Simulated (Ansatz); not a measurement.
# NbP: the cost of one run

Method: DFT PBE, scalar-relativistic, plane waves, PAW, in Ansatz 0.2.0.

5 further runs of the same task are left out: 3 that didn't finish, 2 set aside as unsound or not needed.

## 1. The starting structure

The structure is hexagonal, space group P-6m2 (No. 187). Conventional cell: a = 2.740 Å, b = 2.740 Å, c = 2.646 Å, α = 90.00°, β = 90.00°, γ = 120.00°. V (site symmetry -6m2) is surrounded by 6 N at 2.06 Å. N (site symmetry -6m2) is surrounded by 6 V at 2.06 Å.

Structure file:

```
V N
1.0
     2.73970    0.00000    0.00000
    -1.36985    2.37265    0.00000
     0.00000    0.00000    2.64569
V N
1 1
Direct
  0.66667 0.33333 0.00000
  0.33333 0.66667 0.50000
```

It goes back to an entry of the Materials Project, which need not be the stable form.

This cell was relaxed beforehand with the same method: volume 8.60 Å³/atom, gap on the mesh none (metal).

## 2. N → P, V → Nb: the starting cell

The start of NbP: fractional positions of relaxed VN, cell scaled by 1.135, a guess from tabulated radii.

## 3. A first look at the start (NbP)

File input.yaml:

```yaml
crystal:
  lattice:
    - [3.1096124544, 0.0, 0.0]
    - [-1.5548062272, 2.6930033814, 0.0]
    - [0.0, 0.0, 3.0029144772]
  atoms:
    - { symbol: Nb, position: [0.6666666667, 0.3333333333, 0.0] }
    - { symbol: P, position: [0.3333333333, 0.6666666667, 0.5] }
basis:
  ecutwfc: 420
kpoints:
  mp_grid: { grid: [6, 6, 6] }
hamiltonian:
  xc: pbe
scf:
  occupations: { method: gaussian, width: 0.1 }
output:
  forces: true
  stress: true
  eigenvalues: true
```

On the command line:

```bash
$ ansatz run input.yaml --threads 1 --pin off --max-ram 2560MiB --backend cpu --events-out ev --progress --plain --runs-dir out
```

What time and memory should one allow on 1 thread of Arm Neoverse V1, shared host?

About 1.2 s, with a peak of 0.27 GiB.
